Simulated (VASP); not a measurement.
# Sc (P6_3/mmc) in VASP: elastic constants with LDA

Aim: the elastic constants of Sc with LDA.

All numbers are computed with VASP 6.6.1; they aren't measurements. Logs are shortened: lines on timing, memory, paths and dates and some standing lists are left out, and cuts for length are marked.

## 1. Starting point

Symmetry: P6_3/mmc, No. 194, hexagonal system. Conventional cell: a = 3.291 Å, b = 3.291 Å, c = 5.333 Å, α = 90.00°, β = 90.00°, γ = 120.00°. Around Sc (site symmetry -6m2) lie 12 Sc at 3.27 to 3.29 Å.

## 2. Elastic constants, LDA

File POSCAR:

```
Sc
1.0
    3.2912249500      0.0000000000      0.0000000000
   -1.6456124800      2.8502844200      0.0000000000
    0.0000000000      0.0000000000      5.3325723900
Sc
2
Direct
    0.3333333300      0.6666666700      0.2500000000
    0.6666666700      0.3333333300      0.7500000000
```

File INCAR.step1:

```
  PREC = Accurate
  ENCUT = 600
  EDIFF = 1E-8
  ISMEAR = 0
  SIGMA = 0.1
  LREAL = False
  LASPH = True
  NELM = 60
  ALGO = Normal
  ISIF = 3
  LWAVE = False
  LCHARG = False
  IBRION = 2
  NSW = 40
  EDIFFG = -0.002
```

File INCAR.step2:

```
  PREC = Accurate
  ENCUT = 600
  EDIFF = 1E-8
  ISMEAR = 0
  SIGMA = 0.1
  LREAL = False
  LASPH = True
  NELM = 60
  ALGO = Normal
  ISIF = 3
  LWAVE = False
  LCHARG = False
  IBRION = 6
  NFREE = 2
  POTIM = 0.015
  NSW = 1
```

File KPOINTS:

```
regular mesh
0
Gamma
  15 15 8
```

Potentials or basis: VASP PAW LDA potentials, release 64 (Sc_sv).

On the command line:

```
$ cat potpaw_LDA.64/Sc_sv/POTCAR > POTCAR
$ cp INCAR.step1 INCAR
$ mpirun -np 1 vasp_std > vasp.out
$ cp CONTCAR POSCAR
$ cp INCAR.step2 INCAR
$ mpirun -np 1 vasp_std > vasp.out
```

OUTCAR:

```text
PREC = Accurate
   ENCUT = 600
   EDIFF = 1E-8
   ISMEAR = 0
   LREAL = False
   LASPH = True
   NELM = 60
   ISIF = 3
   IBRION = 6
   NFREE = 2
   POTIM = 0.015
   NSW = 1

 ion  position               nearest neighbor table
   1  0.333  0.667  0.250-   2 3.12   2 3.12   2 3.12   2 3.12   2 3.12   2 3.12
   2  0.667  0.333  0.750-   1 3.12   1 3.12   1 3.12   1 3.12   1 3.12   1 3.12

  LATTYP: Found a hexagonal cell.
 ALAT       =     3.2321240850
 C/A-ratio  =     1.5435141016

  Lattice vectors:

 A1 = (   3.2321240850,   0.0000000001,   0.0000000000)
 A2 = (  -1.6160620473,   2.7991015692,   0.0000000000)
 A3 = (   0.0000000000,   0.0000000000,   4.9888291033)

Analysis of symmetry for initial positions (statically):
=====================================================================
 Subroutine PRICEL returns:
 Original cell was already a primitive cell.

 Routine SETGRP: Setting up the symmetry group for a
 hexagonal supercell.

 Subroutine GETGRP returns: Found 24 space group operations
 (whereof 12 operations were pure point group operations)
 out of a pool of 24 trial point group operations.

The static configuration has the point symmetry D_3d.
 The point group associated with its full space group is D_6h.

Analysis of symmetry for dynamics (positions and initial velocities):
=====================================================================
 Subroutine PRICEL returns:
 Original cell was already a primitive cell.

 Routine SETGRP: Setting up the symmetry group for a
 hexagonal supercell.

 Subroutine GETGRP returns: Found 24 space group operations
 (whereof 12 operations were pure point group operations)
 out of a pool of 24 trial point group operations.

The dynamic configuration has the point symmetry D_3d.
 The point group associated with its full space group is D_6h.

 Subroutine INISYM returns: Found 24 space group operations
 (whereof 12 operations are pure point group operations),
 and found     1 'primitive' translations

----------------------------------------------------------------------------------------

                                     Primitive cell

  volume of cell :      45.1342

  direct lattice vectors                    reciprocal lattice vectors
     3.232124085  0.000000000  0.000000000     0.309394062  0.178628745  0.000000000
    -1.616062047  2.799101569  0.000000000    -0.000000000  0.357257490  0.000000000
     0.000000000  0.000000000  4.988829103     0.000000000  0.000000000  0.200447836

  length of vectors
     3.232124085  3.232124090  4.988829103     0.357257490  0.357257490  0.200447836

  position of ions in fractional coordinates (direct lattice)
     0.333333330  0.666666670  0.250000000
     0.666666670  0.333333330  0.750000000

  ion indices of the primitive-cell ions
   primitive index   ion index
                 1           1
                 2           2

----------------------------------------------------------------------------------------

 KPOINTS: regular mesh

Automatic generation of k-mesh.
 Grid dimensions read from file:
 generate k-points for:   15   15    8

 Generating k-lattice:

  Cartesian coordinates                     Fractional coordinates (reciprocal lattice)
     0.020626271  0.011908583  0.000000000     0.066666667  0.000000000  0.000000000
    -0.000000000  0.023817166  0.000000000     0.000000000  0.066666667  0.000000000
     0.000000000  0.000000000  0.025055980     0.000000000  0.000000000  0.125000000

  Length of vectors
     0.023817166  0.023817166  0.025055980

  Shift w.r.t. Gamma in fractional coordinates (k-lattice)
     0.000000000  0.000000000  0.000000000

 Subroutine IBZKPT returns following result:
 ===========================================

 Found    135 irreducible k-points:
[... 80 lines left out ...]
  energy-cutoff  :      600.00
  volume of cell :       45.13
 maximum number of plane-waves:      1528
 NGX is ok and might be reduce to    28
   NGX = 13   NGY = 13   NGZ = 19

--------------------------------------- Ionic step        1  -------------------------------------------

 number of electron      22.0000004 magnetization

 Free energy of the ion-electron system (eV)
  ---------------------------------------------------
  ext. energy  EPLUGINS =         0.00000000
  ---------------------------------------------------
  free energy    TOTEN  =       -13.45848600 eV

  energy without entropy =      -13.44123120  energy(sigma->0) =      -13.44985860

------------------------ aborting loop because EDIFF is reached ----------------------------------------

  FORCE on cell =-STRESS in cart. coord.  units (eV):
  Direction    XX          YY          ZZ          XY          YZ          ZX
  --------------------------------------------------------------------------------------
  -------------------------------------------------------------------------------------
  Total       -0.0037107     -0.0037107      0.0008120      0.0000000      0.0000000      0.0000000
  in kB       -0.1317235     -0.1317235      0.0288245      0.0000000      0.0000000      0.0000000
  external PRESSURE =      -0.0782075 kB  Pullay stress =       0.0000000 kB
[... 89 lines left out ...]
  FREE ENERGIE OF THE ION-ELECTRON SYSTEM (eV)
  ---------------------------------------------------
  free  energy   TOTEN  =       -13.4545971824 eV

  energy  without entropy=      -13.4374876150  energy(sigma->0) =      -13.44604240

[... ionic steps 4 to 14 ...]

--------------------------------------- Ionic step       15  -------------------------------------------

 number of electron      22.0000004 magnetization

------------------------ aborting loop because EDIFF is reached ----------------------------------------
[... 67 lines left out ...]
--------------------------------------- Ionic step       17  -------------------------------------------

 number of electron      22.0000003 magnetization

 Free energy of the ion-electron system (eV)
  ---------------------------------------------------
  ext. energy  EPLUGINS =         0.00000000
  ---------------------------------------------------
  free energy    TOTEN  =       -13.45794725 eV

  energy without entropy =      -13.44067715  energy(sigma->0) =      -13.44931220

 E-fermi :   3.9823     XC(G=0): -10.5120

 val. band max:        3.9778699167   @ k =   0.2000   0.2000   0.2500
 cond. band min:       3.9828487557   @ k =  -0.1333   0.4667   0.2500
 fundamental gap:      0.0049788390
 Fermi energy:         3.9822884685

 k-point     1 :       0.0000    0.0000    0.0000
  band No.  band energies     occupation
      1     -44.6117      2.00000
      2     -44.4985      2.00000
      3     -23.8813      2.00000
      4     -23.4042      2.00000
      5     -23.4042      2.00000
      6     -23.3091      2.00000
      7     -23.3091      2.00000
      8     -23.2659      2.00000
      9      -1.2388      2.00000
     10       2.2296      2.00000
     11       4.9880      0.00000
     12       5.6140      0.00000
     13       5.6140      0.00000
     14       5.9759      0.00000
[... 401 lines left out ...]
      2     -44.4915      2.00000
      3     -23.7286      2.00000
      4     -23.6216      2.00000
      5     -23.5815      2.00000
      6     -23.5770      2.00000
      7     -23.4591      2.00000
      8     -23.4380      2.00000
      9       2.7957      2.00000
     10       3.1867      2.00000
     11       3.2883      2.00000
     12       3.5181      2.00000
     13       5.0859      0.00000
     14       5.2533      0.00000
     15       6.1503      0.00000

 [... further k-points ...]

------------------------ aborting loop because EDIFF is reached ----------------------------------------

  FORCE on cell =-STRESS in cart. coord.  units (eV):
  Direction    XX          YY          ZZ          XY          YZ          ZX
  --------------------------------------------------------------------------------------
  -------------------------------------------------------------------------------------
  Total       -0.0032021     -0.0032021      0.0037235      0.0000000      0.0000000     -0.0000000
  in kB       -0.1136691     -0.1136691      0.1321774      0.0000000      0.0000000     -0.0000000
  external PRESSURE =      -0.0317202 kB  Pullay stress =       0.0000000 kB
[... 17 lines left out ...]
  FREE ENERGIE OF THE ION-ELECTRON SYSTEM (eV)
  ---------------------------------------------------
  free  energy   TOTEN  =       -13.4579472452 eV

  energy  without entropy=      -13.4406771510  energy(sigma->0) =      -13.44931220

 INTERNAL STRAIN TENSORS FROM STRAINED CELLS
 ============================================

 INTERNAL STRAIN TENSOR FOR ION    1 for displacements in x,y,z  (eV/Angst):
          X           Y           Z          XY          YZ          ZX
  --------------------------------------------------------------------------------
  x     0.00000    -0.00000     0.00000    -1.78325     0.00000    -0.00000
  y    -1.78531     1.77612    -0.00000     0.00030    -0.00262     0.00384
  z     0.00000     0.00000     0.00000    -0.00000     0.00007     0.00000

 INTERNAL STRAIN TENSORS FROM DISPLACED ATOMS
 ============================================

 INTERNAL STRAIN TENSOR FOR ION    1 for displacements in x,y,z  (eV/Angst):
          X           Y           Z          XY          YZ          ZX
  --------------------------------------------------------------------------------
  x     0.00000    -0.00000     0.00000    -1.79123     0.00000     0.00000
  y    -1.79123     1.79123     0.00000    -0.00000     0.00000     0.00000
  z     0.00000     0.00000    -0.00000     0.00000     0.00000    -0.00000

 INTERNAL STRAIN TENSOR FOR ION    2 for displacements in x,y,z  (eV/Angst):
          X           Y           Z          XY          YZ          ZX
  --------------------------------------------------------------------------------
  x    -0.00000     0.00000    -0.00000     1.79123     0.00000     0.00000
  y     1.79123    -1.79123    -0.00000     0.00000     0.00000     0.00000
  z     0.00000     0.00000     0.00000    -0.00000    -0.00000     0.00000

 Eigenvectors and eigenvalues of the dynamical matrix
 ----------------------------------------------------

   1 f  =    7.205753 THz    45.275082 2PiTHz  240.358053 cm-1    29.800587 meV
             X         Y         Z           dx          dy          dz
     -0.000000  1.866068  1.247207    -0.000000   -0.000000    0.707107
      1.616062  0.933034  3.741622     0.000000    0.000000   -0.707107
[... 11 lines left out ...]
   4 f  =    0.000000 THz     0.000000 2PiTHz    0.000002 cm-1     0.000000 meV
             X         Y         Z           dx          dy          dz
     -0.000000  1.866068  1.247207     0.440259   -0.553248   -0.009435
      1.616062  0.933034  3.741622     0.440259   -0.553248   -0.009435

   5 f/i=    0.000000 THz     0.000000 2PiTHz    0.000001 cm-1     0.000000 meV
             X         Y         Z           dx          dy          dz
     -0.000000  1.866068  1.247207    -0.553292   -0.440028   -0.015610
      1.616062  0.933034  3.741622    -0.553292   -0.440028   -0.015610

   6 f/i=    0.000000 THz     0.000000 2PiTHz    0.000002 cm-1     0.000000 meV
             X         Y         Z           dx          dy          dz
     -0.000000  1.866068  1.247207    -0.006342   -0.017102    0.706871
      1.616062  0.933034  3.741622    -0.006342   -0.017102    0.706871

--------------------------------------------------------------------------------------------------------

 ELASTIC MODULI CONTR FROM IONIC RELAXATION (kBar)
 Direction    XX          YY          ZZ          XY          YZ          ZX
 --------------------------------------------------------------------------------
 XX         -69.5101     69.5101      0.0000      0.0000      0.0000     -0.0000
 YY          69.5101    -69.5101     -0.0000      0.0000     -0.0000      0.0000
 ZZ           0.0000     -0.0000     -0.0000      0.0000      0.0000     -0.0000
 XY           0.0000      0.0000      0.0000    -69.5101     -0.0000      0.0000
 YZ           0.0000     -0.0000      0.0000     -0.0000     -0.0000      0.0000
 ZX          -0.0000      0.0000     -0.0000      0.0000      0.0000     -0.0000
 --------------------------------------------------------------------------------

 TOTAL ELASTIC MODULI (kBar)
 Direction    XX          YY          ZZ          XY          YZ          ZX
 --------------------------------------------------------------------------------
 XX        1144.0299    407.7259    334.2246     -0.0000      0.0000     -0.0000
 YY         407.7259   1144.0299    334.2246     -0.0000     -0.0000      0.0000
 ZZ         334.2246    334.2246   1128.5112     -0.0000      0.0000     -0.0000
 XY          -0.0000     -0.0000     -0.0000    368.1520     -0.0000      0.0000
 YZ           0.0000     -0.0000      0.0000      0.0000    352.9592     -0.0000
 ZX          -0.0000      0.0000     -0.0000      0.0000     -0.0000    352.9592
 --------------------------------------------------------------------------------
```

Run time: 36 min. Hardware: 1 thread of Intel Xeon Platinum 8488C (Sapphire Rapids), shared host; peak memory 0.76 GiB.

What came out:

```
Relaxed volume                         : 22.57 Å³/atom
Relaxed cell                           : a = 3.232 Å, b = 3.232 Å, c = 4.989 Å, α = 90.00°, β = 90.00°, γ = 120.00°
Space group after relaxing (to 0.05 Å) : P6_3/mmc (No. 194)
Elastic constants C11, C12, C44        : 114, 41, 35 GPa
Voigt bulk modulus                     : 62 GPa
Highest phonon frequency at Γ          : 240 cm⁻¹
```

The path:
| step | energy change (eV) | largest force (eV/Å) | pressure (GPa) | volume (Å³) |
| --- | --- | --- | --- | --- |
| 1 | 0.0000 | 0.0000 | -5.23 | 50.02 |
| 2 | -0.0939 | 0.0000 | 1.19 | 44.34 |
| 3 | -0.0956 | 0.0000 | 0.31 | 44.95 |
| 4 | -0.1007 | 0.0000 | 0.17 | 45.02 |
| 5 | -0.1019 | 0.0000 | 0.09 | 45.07 |
| 6 | -0.1019 | 0.0000 | 0.08 | 45.07 |
| 7 | -0.1019 | 0.0000 | -0.03 | 45.16 |
| 8 | -0.1019 | 0.0000 | 0.00 | 45.13 |

Final structure:
```
Sc
1.0
     3.23212    0.00000    0.00000
    -1.61606    2.79910    0.00000
     0.00000    0.00000    4.98883
Sc
2
Direct
  0.33333 0.66667 0.25000
  0.66667 0.33333 0.75000
```

Phonon frequencies in cm⁻¹ (negative: imaginary):
```csv
q point,frequencies
"(0.000, 0.000, 0.000)",0 0 0 141 141 240
```

Elastic tensor in Voigt notation (GPa, in the Cartesian axes of the cell as first typed):
```
114  41  33   0   0   0
 41 114  33   0   0   0
 33  33 113   0   0   0
  0   0   0  35   0   0
  0   0   0   0  35   0
  0   0   0   0   0  37
```

Clamped-ion elastic tensor (GPa):
```
121  34  33   0   0   0
 34 121  33   0   0   0
 33  33 113   0   0   0
  0   0   0  35   0   0
  0   0   0   0  35   0
  0   0   0   0   0  44
```
